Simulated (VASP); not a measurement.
# Ga (C2/c) in VASP: notebook

The runs below take Ga through single point, with PBE.

Program: VASP 6.6.1. These are calculated values, not measurements. Logs are shortened: lines on timing, memory, paths and dates and some standing lists are left out, and cuts for length are marked.

## (1) The structure

It takes space group C2/c (No. 15, monoclinic). The conventional cell has a = 2.766 Å, b = 8.053 Å, c = 3.332 Å, α = 90.00°, β = 92.02°, γ = 90.00°. Around Ga (site symmetry 2) lie 8 Ga at 2.69 to 2.92 Å.

This isn't the form of Ga at room conditions, which is orthorhombic.

## (2) Single point, PBE

Input file INCAR:

```
PREC = Accurate
ENCUT = 450
EDIFF = 0.01
ISMEAR = 0
SIGMA = 0.15
LREAL = False
LASPH = True
NELM = 100
ALGO = Normal
ISIF = 2
LWAVE = False
LCHARG = False
GGA = PE
NBANDS = 20
ADDGRID = False
```

Input file KPOINTS:

```
regular mesh
0
Gamma
  11 11 9
```

Input file POSCAR:

```
Ga
1.0
    1.3830000000     -4.0265000000      0.0000000000
    1.3830000000      4.0265000000      0.0000000000
   -0.1174474948      0.0000000000      3.3299294416
Ga
2
Direct
    0.1310000000      0.8690000000      0.7500000000
    0.8690000000      0.1310000000      0.2500000000
```

Potentials or basis: VASP PAW PBE potentials, release 64 (Ga_d).

Launch:

```console
$ cat potpaw_PBE.64/Ga_d/POTCAR > POTCAR
$ mpirun -np 1 vasp_std > vasp.out
```

OUTCAR:

```text
PREC = Accurate
   ENCUT = 450
   EDIFF = 0.01
   ISMEAR = 0
   LREAL = False
   LASPH = True
   NELM = 100
   ISIF = 2
   GGA = PE

 Found    300 irreducible k-points:

 Following reciprocal coordinates:
            Coordinates               Weight
  0.000000  0.000000  0.000000      1.000000
  0.090909 -0.000000  0.000000      4.000000
  0.181818  0.000000 -0.000000      4.000000
  0.272727 -0.000000  0.000000      4.000000
  0.363636 -0.000000 -0.000000      4.000000
  0.454545 -0.000000  0.000000      4.000000
   k-points           NKPTS =    300   k-points in BZ     NKDIM =    300   number of bands    NBANDS=     20
   number of dos      NEDOS =    301   number of ions     NIONS =      2
   total plane-waves  NPLWV =  21600
   dimension x,y,z NGX =    30 NGY =   30 NGZ =   24
   dimension x,y,z NGXF=    60 NGYF=   60 NGZF=   48
   ions per type =               2
   NGX,Y,Z   is equivalent  to a cutoff of  11.71, 11.71, 11.97 a.u.
   NGXF,Y,Z  is equivalent  to a cutoff of  23.43, 23.43, 23.95 a.u.
 SYSTEM =  unknown system
   PREC   = accura    normal or accurate (medium, high low for compatibility)
   ISTART =      0    job   : 0-new  1-cont  2-samecut
   ICHARG =      2    charge: 1-file 2-atom 10-const
   ISPIN  =      1    spin polarized calculation?
   LNONCOLLINEAR =      F non collinear calculations
   LSORBIT =      F    spin-orbit coupling
   LASPH  =      T    aspherical Exc in radial PAW
   ENCUT  =  450.0 eV  33.07 Ry    5.75 a.u.   7.36  7.36  5.76*2*pi/ulx,y,z
   NELM   =    100;   NELMIN=  2; NELMDL= -5     # of ELM steps
   EDIFF  = 0.1E-01   stopping-criterion for ELM
   LREAL  =      F    real-space projection
   EDIFFG = 0.1E+00   stopping-criterion for IOM
   NSW    =      0    number of steps for IOM
   IBRION =     -1    ionic relax: 0-MD 1-quasi-New 2-CG
   NFREE  =      0    steps in history (QN), initial steepest desc. (CG)
   ISIF   =      2    stress and relaxation
   ISYM   =      2    0-nonsym 1-usesym 2-fastsym
   POTIM  = 0.5000    time-step for ionic-motion
   TEBEG  =    0.0;   TEEND  =   0.0 temperature during run
   PSTRESS=    0.0 pullay stress
   NELECT =      26.0000    total number of electrons
   NUPDOWN=      -1.0000    fix difference up-down
   EMIN   =  10.00;   EMAX   =-10.00  energy-range for DOS
   EFERMI =   0.00;   METHOD = LEGACY
   ISMEAR =     0;   SIGMA  =   0.15  broadening in eV -4-tet -1-fermi 0-gaus
   EFERMI_NEDOS =   21; number of points for ismear=-14 and -15
   IALGO  =     38    algorithm
   IMIX   =      4    mixing-type and parameters
     AMIX     =   0.40;   BMIX     =  1.00
     AMIX_MAG =   1.60;   BMIX_MAG =  1.00
  volume/ion in A,a.u.               =      18.54       125.14
  Fermi-wavevector in a.u.,A,eV,Ry     =   1.454323  2.748273 28.777089  2.115056
  Thomas-Fermi vector in A             =   2.571487
   LORBIT       =      0    0 simple, 1 ext, 2 COOP (PROOUT), +10 PAW based schemes
   GGA     = PE    functional components
   LHFCALC =     F    Hartree Fock is set to
   AEXX    =    0.0000 exact exchange contribution
   IVDW    =     0    specifies the selected vdW correction
   LEPSILON=     F    determine dielectric tensor
   LRPA    =     F    only Hartree local field effects (RPA)
 non-spin polarized calculation
 Gauss-broadening in eV      SIGMA  =   0.15
  energy-cutoff  :      450.00
  volume of cell :       37.09
 maximum number of plane-waves:       825
 NGX is ok and might be reduce to    30
   NGX = 15   NGY = 15   NGZ = 11

 number of electron      25.9999982 magnetization

 Free energy of the ion-electron system (eV)
  ---------------------------------------------------
  ext. energy  EPLUGINS =         0.00000000
  ---------------------------------------------------
  free energy    TOTEN  =        -5.76828701 eV

  energy without entropy =       -5.76003988  energy(sigma->0) =       -5.76416344

 E-fermi :   5.7301     XC(G=0): -11.0497

 val. band max:        5.7252443135   @ k =   0.3636   0.0909   0.4444
 cond. band min:       5.7368286187   @ k =  -0.2727  -0.4545   0.2222
 fundamental gap:      0.0115843051
 Fermi energy:         5.7300866126

 k-point     1 :       0.0000    0.0000    0.0000
  band No.  band energies     occupation
      1      -9.5142      2.00000
      2      -9.5017      2.00000
      3      -9.4692      2.00000
      4      -9.4474      2.00000
      5      -9.1737      2.00000
      6      -9.1690      2.00000
      7      -9.1453      2.00000
      8      -9.1368      2.00000
      9      -9.1255      2.00000
     10      -8.9911      2.00000
     11      -5.5690      2.00000
     12       3.5689      2.00000
     13       4.0360      2.00000
     14       7.2965      0.00000
     15      11.0830      0.00000
     16      15.3542      0.00000
     17      15.8506      0.00000
     18      16.0793      0.00000
     19      16.3809      0.00000
     20      18.7682      0.00000

 k-point     2 :       0.0909   -0.0000    0.0000
  band No.  band energies     occupation
      1      -9.5076      2.00000
      2      -9.4884      2.00000
      3      -9.4517      2.00000
      4      -9.4153      2.00000
      5      -9.1889      2.00000
      6      -9.1838      2.00000
      7      -9.1566      2.00000
      8      -9.1477      2.00000
      9      -9.1277      2.00000
     10      -8.9940      2.00000
     11      -5.3851      2.00000
     12       3.1305      2.00000
     13       4.8054      2.00000
     14       7.4922      0.00000
     15      11.2512      0.00000
     16      12.9720      0.00000
     17      14.0905      0.00000
     18      15.8160      0.00000
     19      16.7237      0.00000
     20      19.5607      0.00000

 k-point     3 :       0.1818    0.0000   -0.0000
  band No.  band energies     occupation
      1      -9.4901      2.00000
      2      -9.4590      2.00000
      3      -9.4036      2.00000
      4      -9.3343      2.00000
      5      -9.2280      2.00000
      6      -9.2238      2.00000
      7      -9.1785      2.00000
      8      -9.1735      2.00000
      9      -9.1356      2.00000
     10      -9.0032      2.00000
     11      -4.8292      2.00000
     12       2.8429      2.00000
     13       6.0572      0.00204
     14       8.0681      0.00000
     15       9.7392      0.00000
     16      11.5296      0.00000
     17      11.8756      0.00000
     18      15.7259      0.00000
     19      16.8945      0.00000
     20      20.4876      0.00000

 k-point     4 :       0.2727   -0.0000    0.0000
  band No.  band energies     occupation
      1      -9.4685      2.00000
      2      -9.4273      2.00000
      3      -9.3516      2.00000
      4      -9.3142      2.00000
      5      -9.2804      2.00000
      6      -9.2005      2.00000
      7      -9.1992      2.00000
      8      -9.1803      2.00000
      9      -9.1472      2.00000
     10      -9.0185      2.00000
     11      -3.8948      2.00000
     12       2.8560      2.00000
     13       6.6380      0.00000
     14       7.5405      0.00000
     15       9.0042      0.00000
     16       9.5766      0.00000
     17      12.7030      0.00000
     18      15.6486      0.00000
     19      17.1193      0.00000
     20      19.9069      0.00000

 k-point     5 :       0.3636   -0.0000   -0.0000
  band No.  band energies     occupation
      1      -9.4510      2.00000
      2      -9.4147      2.00000
      3      -9.3516      2.00000
      4      -9.3329      2.00000
      5      -9.3235      2.00000
      6      -9.2155      2.00000
      7      -9.1791      2.00000
      8      -9.1624      2.00000
      9      -9.0818      2.00000
     10      -9.0366      2.00000
     11      -2.5880      2.00000
     12       2.8825      2.00000
     13       4.3086      2.00000
     14       7.1550      0.00000
     15       9.8182      0.00000
     16      10.2890      0.00000
     17      13.9817      0.00000
     18      15.3167      0.00000
     19      16.9854      0.00000
     20      18.1571      0.00000

 k-point     6 :       0.4545   -0.0000    0.0000
  band No.  band energies     occupation
      1      -9.4411      2.00000
      2      -9.4308      2.00000
      3      -9.3690      2.00000
      4      -9.3393      2.00000
      5      -9.3304      2.00000
      6      -9.2189      2.00000
      7      -9.1806      2.00000
      8      -9.1468      2.00000
      9      -9.0505      2.00000
     10      -9.0185      2.00000
     11      -0.9757      2.00000
     12       1.2812      2.00000
     13       4.1827      2.00000
     14       5.9151      0.08115
     15      11.1794      0.00000
     16      11.8481      0.00000
     17      14.3546      0.00000
     18      15.3767      0.00000
     19      15.7046      0.00000
     20      17.7768      0.00000

 [... further k-points ...]

------------------------ aborting loop because EDIFF is reached ----------------------------------------

  FORCE on cell =-STRESS in cart. coord.  units (eV):
  Direction    XX          YY          ZZ          XY          YZ          ZX
  --------------------------------------------------------------------------------------
  -------------------------------------------------------------------------------------
  Total        4.5311308      4.5667160      4.9260078      0.0000000      0.0000000      0.0747243
  in kB      195.7502249    197.2875478    212.8093788      0.0000000      0.0000000      3.2281797
  external PRESSURE =     201.9490505 kB  Pullay stress =       0.0000000 kB

 VOLUME and BASIS-vectors are now :
 -----------------------------------------------------------------------------
  energy-cutoff  :      450.00
  volume of cell :       37.09
      direct lattice vectors                 reciprocal lattice vectors
     1.383000000 -4.026500000  0.000000000     0.361532899 -0.124177325  0.012751361
     1.383000000  4.026500000  0.000000000     0.361532899  0.124177325  0.012751361
    -0.117447495  0.000000000  3.329929442     0.000000000  0.000000000  0.300306663

 POSITION                                       TOTAL-FORCE (eV/Angst)
 -----------------------------------------------------------------------------------
      1.29491      2.97156      2.49745         0.000000     -0.222750      0.000000
      1.35364     -2.97156      0.83248        -0.000000      0.222750     -0.000000
 -----------------------------------------------------------------------------------
    total drift:                                0.000000      0.000000     -0.000000

  FREE ENERGIE OF THE ION-ELECTRON SYSTEM (eV)
  ---------------------------------------------------
  free  energy   TOTEN  =        -5.7682870129 eV

  energy  without entropy=       -5.7600398760  energy(sigma->0) =       -5.76416344
```

Wall time 1.8 min (1 thread of Intel Xeon Platinum 8259CL at 2.50GHz (Skylake/Cascade Lake), shared host); peak memory 0.26 GiB.

The run converged, but some of its settings lie outside the range that counts as converged, so its numbers aren't taken as properties of the crystal.

Results:

| Quantity | Value |
| --- | --- |
| Free energy | -5.7683 eV |
| Pressure | 20.2 GPa |
| Largest force | 0.223 eV/Å |
| Band gap on the k mesh | none (metal or under the smearing width) |

## (3) Single point, PBE

INCAR is that of step 2.

KPOINTS is that of step 2.

Input file POSCAR:

```
Ga
1.0
    1.3830000000     -4.0265000000      0.0000000000
    1.3830000000      4.0265000000      0.0000000000
   -0.1174474948      0.0000000000      3.3299294416
Ga
2
Direct
    0.0863460000      0.8268100000      0.7848140000
    0.8777350000      0.1376800000      0.2531650000
```

Potentials or basis: VASP PAW PBE potentials, release 64 (Ga_d).

Launch:

```console
$ cat potpaw_PBE.64/Ga_d/POTCAR > POTCAR
$ mpirun -np 1 vasp_std > vasp.out
```

OUTCAR:

```text
PREC = Accurate
   ENCUT = 450
   EDIFF = 0.01
   ISMEAR = 0
   LREAL = False
   LASPH = True
   NELM = 100
   ISIF = 2
   GGA = PE

 Found    545 irreducible k-points:

 Following reciprocal coordinates:
            Coordinates               Weight
  0.000000  0.000000  0.000000      1.000000
  0.090909 -0.000000  0.000000      2.000000
  0.000000 -0.090909  0.000000      2.000000
  0.181818  0.000000 -0.000000      2.000000
  0.000000 -0.181818  0.000000      2.000000
  0.272727 -0.000000  0.000000      2.000000
   k-points           NKPTS =    545   k-points in BZ     NKDIM =    545   number of bands    NBANDS=     20
   number of dos      NEDOS =    301   number of ions     NIONS =      2
   total plane-waves  NPLWV =  21600
   dimension x,y,z NGX =    30 NGY =   30 NGZ =   24
   dimension x,y,z NGXF=    60 NGYF=   60 NGZF=   48
   ions per type =               2
   NGX,Y,Z   is equivalent  to a cutoff of  11.71, 11.71, 11.97 a.u.
   NGXF,Y,Z  is equivalent  to a cutoff of  23.43, 23.43, 23.95 a.u.
 SYSTEM =  unknown system
   PREC   = accura    normal or accurate (medium, high low for compatibility)
   ISTART =      0    job   : 0-new  1-cont  2-samecut
   ICHARG =      2    charge: 1-file 2-atom 10-const
   ISPIN  =      1    spin polarized calculation?
   LNONCOLLINEAR =      F non collinear calculations
   LSORBIT =      F    spin-orbit coupling
[... 53 lines left out ...]
 E-fermi :   5.7236     XC(G=0): -11.0480

 val. band max:        5.7226179514   @ k =   0.3636   0.2727   0.3333
 cond. band min:       5.7268351180   @ k =   0.2727   0.0909  -0.3333
 fundamental gap:      0.0042171666
 Fermi energy:         5.7235568571

 k-point     1 :       0.0000    0.0000    0.0000
  band No.  band energies     occupation
      1      -9.5395      2.00000
      2      -9.5079      2.00000
      3      -9.4726      2.00000
      4      -9.4546      2.00000
      5      -9.1951      2.00000
      6      -9.1744      2.00000
[... 127 lines left out ...]
     19      17.1037      0.00000
     20      20.0029      0.00000

 [... further k-points ...]

------------------------ aborting loop because EDIFF is reached ----------------------------------------

  FORCE on cell =-STRESS in cart. coord.  units (eV):
  Direction    XX          YY          ZZ          XY          YZ          ZX
  --------------------------------------------------------------------------------------
  -------------------------------------------------------------------------------------
  Total        4.5338443      4.7258575      5.0168338     -0.0922187      0.1417471      0.0469782
  in kB      195.8674499    204.1626487    216.7331728     -3.9839591      6.1236422      2.0295131
  external PRESSURE =     205.5877571 kB  Pullay stress =       0.0000000 kB

 VOLUME and BASIS-vectors are now :
 -----------------------------------------------------------------------------
  energy-cutoff  :      450.00
  volume of cell :       37.09
      direct lattice vectors                 reciprocal lattice vectors
     1.383000000 -4.026500000  0.000000000     0.361532899 -0.124177325  0.012751361
     1.383000000  4.026500000  0.000000000     0.361532899  0.124177325  0.012751361
    -0.117447495  0.000000000  3.329929442     0.000000000  0.000000000  0.300306663

 POSITION                                       TOTAL-FORCE (eV/Angst)
 -----------------------------------------------------------------------------------
      1.17072      2.98148      2.61338         0.002046     -0.284313     -0.179336
      1.37459     -2.97983      0.84302        -0.002046      0.284313      0.179336
 -----------------------------------------------------------------------------------
    total drift:                               -0.000010      0.000017     -0.000000

  FREE ENERGIE OF THE ION-ELECTRON SYSTEM (eV)
  ---------------------------------------------------
  free  energy   TOTEN  =        -5.7520487543 eV

  energy  without entropy=       -5.7436812644  energy(sigma->0) =       -5.74786501
```

stdout:

```text
POSCAR found type information on POSCAR Ga
 POSCAR found :  1 types and       2 ions
 scaLAPACK will be used
 LDA part: xc-table for (Slater+PW92), standard interpolation
 POSCAR, INCAR and KPOINTS ok, starting setup
 FFT: planning ... GRIDC
 FFT: planning ... GRID_SOFT
 FFT: planning ... GRID
 WAVECAR not read
 entering main loop
```

It took 3.4 min on 1 thread of Intel Xeon Platinum 8259CL at 2.50GHz (Skylake/Cascade Lake), shared host; peak memory 0.36 GiB.

These settings aren't checked as converged: the numbers below hold their error.

Results:

- Free energy: -5.7520 eV
- Pressure: 20.6 GPa
- Largest force: 0.336 eV/Å
- Band gap on the k mesh: none (metal or under the smearing width)

## (4) For comparison

An earlier run on the cell as given: functional PBE; potentials or basis VASP PAW PBE potentials, release 64 (Ga_d); cutoff 520 eV; k mesh 10 × 10 × 8; occupations fermi-dirac, width 0.05 eV; no spin polarisation.

* Pressure: 1.8 GPa
* Largest force: 0.203 eV/Å
* Band gap on the k mesh: none (metal or under the smearing width)
